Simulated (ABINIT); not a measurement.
# BAs (F-43m): G0W0 with ABINIT, start to end, part 2 of 3

Wanted: ground state, empty states, screening and self-energy for BAs (F-43m).

ABINIT 10.8.3; LDA and many-body steps on it, plane waves. Known limits of the many-body steps: not at the basis limit; exchange with frozen shells missing; no spin-orbit coupling; coarse k mesh.

So far. Step 2 (Ground state): The gap is indirect, with the least direct gap 2.11 eV higher.

## Step 3: Bands along the symmetry lines

Level of this step: DFT, LDA, plane waves, norm-conserving pseudopotentials (ABINIT).

Levels along a band path, at the cheap level, show where the edges lie and whether the meshes to come will hold them.

run.abi reads:

```
acell 3*1.0 Angstrom
rprim 
  -0.000000000000 2.388500000000 2.388500000000
  2.388500000000 -0.000000000000 2.388500000000
  2.388500000000 2.388500000000 -0.000000000000
ntypat 2
znucl 5 33
natom 2
typat 1 2
xred 
  0.000000000000 0.000000000000 0.000000000000
  0.250000000000 0.250000000000 0.250000000000
pp_dirpath "pseudos"
pseudos "B.upf, As.upf"
ecut 34
iscf -2
irdden 1
kptopt 0
nkpt 50
kpt 
  0.00000000 0.00000000 0.00000000
  -0.06250000 -0.06250000 0.00000000
  -0.12500000 -0.12500000 0.00000000
  -0.18750000 -0.18750000 0.00000000
  -0.25000000 -0.25000000 0.00000000
  -0.31250000 -0.31250000 0.00000000
  -0.37500000 -0.37500000 0.00000000
  -0.43750000 -0.43750000 0.00000000
  -0.50000000 -0.50000000 0.00000000
  -0.48437500 -0.48437500 0.03125000
  -0.46875000 -0.46875000 0.06250000
  -0.45312500 -0.45312500 0.09375000
  -0.43750000 -0.43750000 0.12500000
  -0.42187500 -0.42187500 0.15625000
  -0.40625000 -0.40625000 0.18750000
  -0.39062500 -0.39062500 0.21875000
  -0.37500000 -0.37500000 0.25000000
  -0.37500000 0.00000000 0.37500000
  -0.32812500 0.00000000 0.32812500
  -0.28125000 0.00000000 0.28125000
  -0.23437500 0.00000000 0.23437500
  -0.18750000 0.00000000 0.18750000
  -0.14062500 0.00000000 0.14062500
  -0.09375000 0.00000000 0.09375000
  -0.04687500 0.00000000 0.04687500
  0.00000000 0.00000000 0.00000000
  0.00000000 0.00000000 0.06250000
  0.00000000 0.00000000 0.12500000
  0.00000000 0.00000000 0.18750000
  0.00000000 0.00000000 0.25000000
  0.00000000 0.00000000 0.31250000
  0.00000000 0.00000000 0.37500000
  0.00000000 0.00000000 0.43750000
  -0.00000000 -0.00000000 0.50000000
  -0.06250000 -0.03125000 0.46875000
  -0.12500000 -0.06250000 0.43750000
  -0.18750000 -0.09375000 0.40625000
  -0.25000000 -0.12500000 0.37500000
  -0.31250000 -0.15625000 0.34375000
  -0.37500000 -0.18750000 0.31250000
  -0.43750000 -0.21875000 0.28125000
  -0.50000000 -0.25000000 0.25000000
  -0.50000000 -0.28125000 0.21875000
  -0.50000000 -0.31250000 0.18750000
  -0.50000000 -0.34375000 0.15625000
  -0.50000000 -0.37500000 0.12500000
  -0.50000000 -0.40625000 0.09375000
  -0.50000000 -0.43750000 0.06250000
  -0.50000000 -0.46875000 0.03125000
  -0.50000000 -0.50000000 0.00000000
istwfk *1
nband 16
nbdbuf 2
tolwfr 1e-08
nstep 40
prtwf 0
prtvol 0
indata_prefix "in"
outdata_prefix "out"
tmpdata_prefix "tmp"
```

Started as:

```console
OMP_NUM_THREADS=1 mpirun -n 4 abinit run.abi > log
```

Numbers of over 12 decimals in the logs are rounded to 6 here.

What it wrote:

```text
.Version 10.8.3 of ABINIT. v10.8.2 released Aug 2026.

 Symmetries : space group F-4 3 m (#216); Bravais cF (face-center cubic)
[... echo of the input left out ...]
== DATASET  1 ==================================================================
-   mpi_nproc: 4, omp_nthreads: 1 (-1 if OMP is not activated)

--- !DatasetInfo
iteration_state: {dtset: 1, }
dimensions: {natom: 2, nkpt: 50, mband: 16, nsppol: 1, nspinor: 1, nspden: 1, mpw: 1807, }
cutoff_energies: {ecut:  34.0, pawecutdg:  -1.0, }
electrons: {nelect:   1.80000000E+01, charge:   0.00000000E+00, occopt:   1.00000000E+00, tsmear:   1.00000000E-02, }

 Real(R)+Recip(G) space primitive vectors, cartesian coordinates (Bohr,Bohr^-1):
 R(1)=  0.0000000  4.5136109  4.5136109  G(1)= -0.1107761  0.1107761  0.1107761
 R(2)=  4.5136109  0.0000000  4.5136109  G(2)=  0.1107761 -0.1107761  0.1107761
 R(3)=  4.5136109  4.5136109  0.0000000  G(3)=  0.1107761  0.1107761 -0.1107761
 Unit cell volume ucvol=  1.8390873E+02 bohr^3
 Angles (23,13,12)=  6.00000000E+01  6.00000000E+01  6.00000000E+01 degrees

 getcut: wavevector=  0.0000  0.0000  0.0000  ngfft=  36  36  36
         ecut(hartree)=     34.000   => boxcut(ratio)=   2.14862

--- Pseudopotential description ------------------------------------------------
- B Generated using ONCVPSP code by D. R. Hamann
-  5.00000   3.00000  180309                  znucl, zion, pspdat
12 -1012 1 -1 1498                            pspcod,pspxc,lmax,lloc,mmax
     nproj     2     2     0
  pspatm : epsatm=    3.19369156
         --- l  ekb(1:nproj) -->
             0    8.437831    1.245441
             1   -3.670611   -0.766497
 pspatm: atomic psp has been read  and splines computed

- As Generated using ONCVPSP code by D. R. Hamann
- 33.00000  15.00000  180309                  znucl, zion, pspdat
12 -1012 2 -1 1326                            pspcod,pspxc,lmax,lloc,mmax
     nproj     2     2     2
  pspatm : epsatm=   28.05037194
         --- l  ekb(1:nproj) -->
             0    7.596243    0.856808
[...]
pspatm: atomic psp has been read  and splines computed

--------------------------------------------------------------------------------

================================================================================
 prteigrs : about to open file out_EIG
 Non-SCF case, kpt    1 (  0.00000  0.00000  0.00000), residuals and eigenvalues=
  2.70E-09  4.99E-09  2.57E-09  5.67E-09  9.58E-09  5.51E-09  1.83E-09  3.60E-09
  6.16E-09  2.25E-09  3.33E-09  9.89E-09  2.46E-09  5.12E-09  1.44E-04  3.17E-03
 -1.0868E+00 -1.0868E+00 -1.0868E+00 -1.0860E+00 -1.0860E+00 -3.2904E-01
  2.3668E-01  2.3668E-01  2.3668E-01  3.5665E-01  3.5665E-01  3.5665E-01
  4.0745E-01  5.8131E-01  7.2452E-01  7.2580E-01
 Non-SCF case, kpt    2 ( -0.06250 -0.06250  0.00000), residuals and eigenvalues=
  6.16E-09  1.70E-09  5.37E-09  4.28E-09  2.23E-09  3.96E-09  4.17E-09  3.99E-09
[...]
-1.0866E+00 -1.0865E+00 -1.0865E+00 -1.0858E+00 -1.0857E+00 -3.2591E-01
[...]
4.2183E-01  5.9420E-01  6.6916E-01  7.2889E-01
 Non-SCF case, kpt    3 ( -0.12500 -0.12500  0.00000), residuals and eigenvalues=
[...]
4.4258E-01  6.1212E-01  6.2921E-01  7.3884E-01
[...]
Non-SCF case, kpt   49 ( -0.50000 -0.46875  0.03125), residuals and eigenvalues=
[...]
Non-SCF case, kpt   50 ( -0.50000 -0.50000  0.00000), residuals and eigenvalues=
[...]
-1.0867E+00 -1.0859E+00 -1.0859E+00 -1.0859E+00 -1.0854E+00 -1.7791E-01
 -7.2583E-02  8.7140E-02  8.7140E-02  2.8635E-01  2.8993E-01  6.5043E-01
[...]
--- !ResultsGS
iteration_state: {dtset: 1, }
comment   : Summary of ground state results
lattice_vectors:
- [ -0.0000000,   4.5136109,   4.5136109, ]
- [  4.5136109,  -0.0000000,   4.5136109, ]
- [  4.5136109,   4.5136109,  -0.0000000, ]
lattice_lengths: [   6.38321,    6.38321,    6.38321, ]
lattice_angles: [ 60.000,  60.000,  60.000, ] # degrees, (23, 13, 12)
lattice_volume:   1.8390873E+02
convergence: {deltae:  0.000E+00, res2:  0.000E+00, residm:  9.979E-09, diffor:  0.000E+00, }
etotal    :  -1.08927106E+02
entropy   :   0.00000000E+00
fermie    :   2.36679819E-01
cartesian_stress_tensor: null
pressure_GPa: null
xred      :
- [  0.0000E+00,   0.0000E+00,   0.0000E+00,  B]
- [  2.5000E-01,   2.5000E-01,   2.5000E-01, As]
cartesian_forces: null
force_length_stats: {min: null, max: null, mean: null, }

 Integrated electronic density in atomic spheres:
 ------------------------------------------------
 Atom  Sphere_radius  Integrated_density
[...]
================================================================================

 ----iterations are completed or convergence reached----

 Mean square residual over all n,k,spin=   55.221E-10; max=  99.793E-10
 reduced coordinates (array xred) for    2 atoms
       0.000000000000      0.000000000000      0.000000000000
       0.250000000000      0.250000000000      0.250000000000

 cartesian coordinates (angstrom) at end:
    1      0.000000     0.000000     0.000000
    2      1.194250     1.194250     1.194250
 length scales=  1.889726125908  1.889726125908  1.889726125908 bohr
              =  1.000000000000  1.000000000000  1.000000000000 angstroms
 prteigrs : about to open file out_EIG
 Eigenvalues (hartree) for nkpt=  50  k points:
 kpt#   1, nband= 16, wtk=  1.00000, kpt=  0.0000  0.0000  0.0000 (reduced coord)
[...]
kpt#   2, nband= 16, wtk=  1.00000, kpt= -0.0625 -0.0625  0.0000 (reduced coord)
[...]
kpt#   3, nband= 16, wtk=  1.00000, kpt= -0.1250 -0.1250  0.0000 (reduced coord)
[...]
kpt#  49, nband= 16, wtk=  1.00000, kpt= -0.5000 -0.4687  0.0313 (reduced coord)
[...]
kpt#  50, nband= 16, wtk=  1.00000, kpt= -0.5000 -0.5000  0.0000 (reduced coord)
  -1.08669   -1.08586   -1.08586   -1.08585   -1.08544   -0.17791   -0.07258    0.08714
   0.08714    0.28635    0.28993    0.65043    0.65043    0.70242    0.86480    0.89917

== END DATASET(S) ==============================================================
================================================================================

 -outvars: echo values of variables after computation  --------
            nband          16
             nkpt          50
          spgroup         216
 [... the other variables as echoed above ...]

 Calculation completed.
```

It took 5.9 s on 4 MPI ranks of Arm Neoverse V2, shared host; peak memory 0.26 GiB; 23 s of CPU time.

This step gave:

```
gap                        : 1.158 eV
k of the valence top       : 0, 0, 0
k of the conduction bottom : -0.375, -0.375, 0
least direct gap           : 3.265 eV
```

The gap is 1.158 eV, as in the run before at this level.

Electronic bands along the path, in eV, zero at the top of the highest filled band:

```
    point  band 6  band 7  band 8  band 9  band 10  band 11  band 12  band 13
        Γ  -15.39    0.00    0.00    0.00     3.26     3.26     3.26     4.65
  halfway  -14.06   -4.07   -2.70   -2.70     1.63     4.49     7.36     7.36
        X  -11.28   -8.42   -4.07   -4.07     1.35     1.45    11.26    11.26
  halfway  -11.25   -8.30   -4.91   -3.92     1.56     2.76    10.61    10.69
        U  -11.32   -8.03   -5.96   -3.48     2.01     5.50     9.17     9.67
jump to K  -11.32   -8.03   -5.96   -3.48     2.01     5.50     9.17     9.67
  halfway  -13.92   -5.11   -3.78   -1.13     3.95     4.89     5.75     6.93
        Γ  -15.39    0.00    0.00    0.00     3.26     3.26     3.26     4.65
  halfway  -14.40   -4.92   -1.14   -1.14     3.04     4.64     4.64     7.82
        L  -12.55   -8.74   -1.81   -1.81     2.68     4.78     4.78     8.75
  halfway  -11.99   -8.23   -4.54   -3.07     3.93     4.75     7.42     8.98
        W  -11.12   -7.93   -5.49   -5.20     5.22     5.87     6.72     7.06
  halfway  -11.21   -8.21   -4.81   -4.70     2.89     2.92     9.65     9.89
        X  -11.28   -8.42   -4.07   -4.07     1.35     1.45    11.26    11.26
```

The electronic bands as a text plot (rows in eV, shown from -8.0 to 7.2 only):

```
    6.8 |                   +++++++        +            +++
    6.2 |    +                     ++    ++          +
    5.6 |  +++            +   +++                   +   ++++
    4.9 |++++            +      +++  ++++   ++++++++  ++ +++
    4.3 |     ++                 ++++      +        ++ ++   +
    3.7 | +     ++      +     ++++++++  +++          ++
    3.1 |++            +    ++       +++ +++++++  +++        +
    2.4 |  ++     +        +                    ++            +
    1.8 |    +++   ++ +++++                                    ++
    1.2 |       +++++++                                         +
    0.5 |
   -0.1 |**                        ******
   -0.7 | *                      **  *  ****
   -1.4 |  **                   *  **       ****
   -2.0 |    *                **   **    **     *****
   -2.6 |    ***            **   **                 **
   -3.3 |       **        **               *          *
   -3.9 |     **  ********      ***                  * *        *
   -4.5 |             *       **                      * **   ***
   -5.2 |       **     **       *           *          *  ***
   -5.8 |                *****                          ***
   -6.4 |                     **             **
   -7.1 |         *         **
   -7.7 |          **      *                   *        ****
         Γ           X  U|K            Γ         L        W     X
```

## Step 4: Empty states on the mesh, 4×4×4 mesh, 46 bands

The sums over transitions need many empty states on a uniform mesh; this step solves for them.

run.abi reads:

```
acell 3*1.0 Angstrom
rprim 
  -0.000000000000 2.388500000000 2.388500000000
  2.388500000000 -0.000000000000 2.388500000000
  2.388500000000 2.388500000000 -0.000000000000
ntypat 2
znucl 5 33
natom 2
typat 1 2
xred 
  0.000000000000 0.000000000000 0.000000000000
  0.250000000000 0.250000000000 0.250000000000
pp_dirpath "pseudos"
pseudos "B.upf, As.upf"
ecut 34
ngkpt 4 4 4
nshiftk 1
shiftk 0 0 0
kptopt 1
chksymbreak 0
iscf -2
irdden 1
istwfk *1
nband 46
nbdbuf 4
tolwfr 1e-09
nstep 60
prtvol 0
indata_prefix "in"
outdata_prefix "out"
tmpdata_prefix "tmp"
```

What it wrote:

```text
.Version 10.8.3 of ABINIT. v10.8.2 released Aug 2026.

 Symmetries : space group F-4 3 m (#216); Bravais cF (face-center cubic)
[... echo of the input left out ...]
== DATASET  1 ==================================================================
-   mpi_nproc: 4, omp_nthreads: 1 (-1 if OMP is not activated)

--- !DatasetInfo
iteration_state: {dtset: 1, }
dimensions: {natom: 2, nkpt: 8, mband: 46, nsppol: 1, nspinor: 1, nspden: 1, mpw: 1807, }
cutoff_energies: {ecut:  34.0, pawecutdg:  -1.0, }
electrons: {nelect:   1.80000000E+01, charge:   0.00000000E+00, occopt:   1.00000000E+00, tsmear:   1.00000000E-02, }

 Real(R)+Recip(G) space primitive vectors, cartesian coordinates (Bohr,Bohr^-1):
 R(1)=  0.0000000  4.5136109  4.5136109  G(1)= -0.1107761  0.1107761  0.1107761
 R(2)=  4.5136109  0.0000000  4.5136109  G(2)=  0.1107761 -0.1107761  0.1107761
 R(3)=  4.5136109  4.5136109  0.0000000  G(3)=  0.1107761  0.1107761 -0.1107761
 Unit cell volume ucvol=  1.8390873E+02 bohr^3
 Angles (23,13,12)=  6.00000000E+01  6.00000000E+01  6.00000000E+01 degrees

 getcut: wavevector=  0.0000  0.0000  0.0000  ngfft=  36  36  36
         ecut(hartree)=     34.000   => boxcut(ratio)=   2.14862

--- Pseudopotential description ------------------------------------------------
- B Generated using ONCVPSP code by D. R. Hamann
-  5.00000   3.00000  180309                  znucl, zion, pspdat
12 -1012 1 -1 1498                            pspcod,pspxc,lmax,lloc,mmax
     nproj     2     2     0
  pspatm : epsatm=    3.19369156
         --- l  ekb(1:nproj) -->
             0    8.437831    1.245441
             1   -3.670611   -0.766497
 pspatm: atomic psp has been read  and splines computed

- As Generated using ONCVPSP code by D. R. Hamann
- 33.00000  15.00000  180309                  znucl, zion, pspdat
12 -1012 2 -1 1326                            pspcod,pspxc,lmax,lloc,mmax
     nproj     2     2     2
  pspatm : epsatm=   28.05037194
         --- l  ekb(1:nproj) -->
             0    7.596243    0.856808
[...]
pspatm: atomic psp has been read  and splines computed

--------------------------------------------------------------------------------

================================================================================
 prteigrs : about to open file out_EIG
 Non-SCF case, kpt    1 (  0.00000  0.00000  0.00000), residuals and eigenvalues=
  1.43E-10  3.60E-10  3.58E-10  3.14E-10  2.08E-10  1.33E-10  3.23E-10  4.28E-10
  9.94E-10  2.44E-10  2.61E-10  5.46E-10  7.79E-10  8.13E-10  2.88E-10  6.14E-10
  1.36E-10  2.10E-10  3.68E-10  6.70E-10  1.12E-10  3.07E-10  7.14E-10  1.88E-10
[...]
4.15E-10  9.39E-10  1.79E-08  5.08E-08  3.95E-09  1.32E-08
 -1.0868E+00 -1.0868E+00 -1.0868E+00 -1.0860E+00 -1.0860E+00 -3.2904E-01
  2.3668E-01  2.3668E-01  2.3668E-01  3.5665E-01  3.5665E-01  3.5665E-01
[...]
2.2356E+00  2.2356E+00  2.3022E+00  2.3378E+00  2.3378E+00  2.3625E+00
  2.3625E+00  2.3625E+00  2.3641E+00  2.3641E+00
 prteigrs : prtvol=0 or 1, do not print more k-points.

--- !ResultsGS
iteration_state: {dtset: 1, }
comment   : Summary of ground state results
lattice_vectors:
- [ -0.0000000,   4.5136109,   4.5136109, ]
- [  4.5136109,  -0.0000000,   4.5136109, ]
- [  4.5136109,   4.5136109,  -0.0000000, ]
lattice_lengths: [   6.38321,    6.38321,    6.38321, ]
lattice_angles: [ 60.000,  60.000,  60.000, ] # degrees, (23, 13, 12)
lattice_volume:   1.8390873E+02
convergence: {deltae:  0.000E+00, res2:  0.000E+00, residm:  9.976E-10, diffor:  0.000E+00, }
etotal    :  -1.08927106E+02
entropy   :   0.00000000E+00
fermie    :   2.36679819E-01
cartesian_stress_tensor: null
pressure_GPa: null
xred      :
- [  0.0000E+00,   0.0000E+00,   0.0000E+00,  B]
- [  2.5000E-01,   2.5000E-01,   2.5000E-01, As]
cartesian_forces: null
force_length_stats: {min: null, max: null, mean: null, }

 Integrated electronic density in atomic spheres:
 ------------------------------------------------
 Atom  Sphere_radius  Integrated_density
[...]
================================================================================

 ----iterations are completed or convergence reached----

 Mean square residual over all n,k,spin=   49.040E-11; max=  99.761E-11
 reduced coordinates (array xred) for    2 atoms
       0.000000000000      0.000000000000      0.000000000000
       0.250000000000      0.250000000000      0.250000000000

 cartesian coordinates (angstrom) at end:
    1      0.000000     0.000000     0.000000
    2      1.194250     1.194250     1.194250
 length scales=  1.889726125908  1.889726125908  1.889726125908 bohr
              =  1.000000000000  1.000000000000  1.000000000000 angstroms
 prteigrs : about to open file out_EIG
 Eigenvalues (hartree) for nkpt=   8  k points:
 kpt#   1, nband= 46, wtk=  0.01563, kpt=  0.0000  0.0000  0.0000 (reduced coord)
[...]
1.59066    1.59066    1.62533    1.62533    1.62533    1.64722    1.64722    2.01431
   2.05885    2.05885    2.05885    2.23558    2.23558    2.23558    2.30225    2.33779
   2.33779    2.36246    2.36246    2.36246    2.36406    2.36406
 prteigrs : prtvol=0 or 1, do not print more k-points.

== END DATASET(S) ==============================================================
================================================================================

 -outvars: echo values of variables after computation  --------
            nband          46
             nkpt           8
          spgroup         216
 [... the other variables as echoed above ...]

 Calculation completed.
```

It took 5.8 s on 4 MPI ranks; peak memory 0.25 GiB; 23 s of CPU time.

Numbers from this step:

```yaml
gap: 1.352 eV
k_of_the_valence_top: 0, 0, 0
k_of_the_conduction_bottom: 0.5, 0.5, 0
least_direct_gap: 3.265 eV
k_points_computed: 8
lowest_point_of_the_top_converged_band_above_the_valence_top: 53.2464 eV
```

On this mesh the gap is 1.352 eV. The earlier step found 1.158 eV, so this mesh misses an edge.

(Part 2 of 3 ends here.)

[Paths, hosts, dates, memory and timing lines, banners, echoed tables and standing remarks are left out of the program output.]

[Logs are printed without paths, hosts, clocks, repeated set-up lines and the standing remarks that a program may print on its own settings, such as how far it seeks lower states.]

[Runs of the session that timed out or met a known fault of the program may be left out.]

[Hosts, paths, dates, database ids (printed as entryN), source tags and the programs' standing remarks are cut or masked in the printed files.]

[G0W0 gaps are taken among the corrected bands and points alone; a level outside them can change the order at an edge.]

[Where Ansatz stands beside ABINIT at settings called matched, ABINIT's density can come from a denser mesh and the files from another edition; pairs whose starting gaps differed by over 0.03 eV were left out, so agreement reads better than it is.]
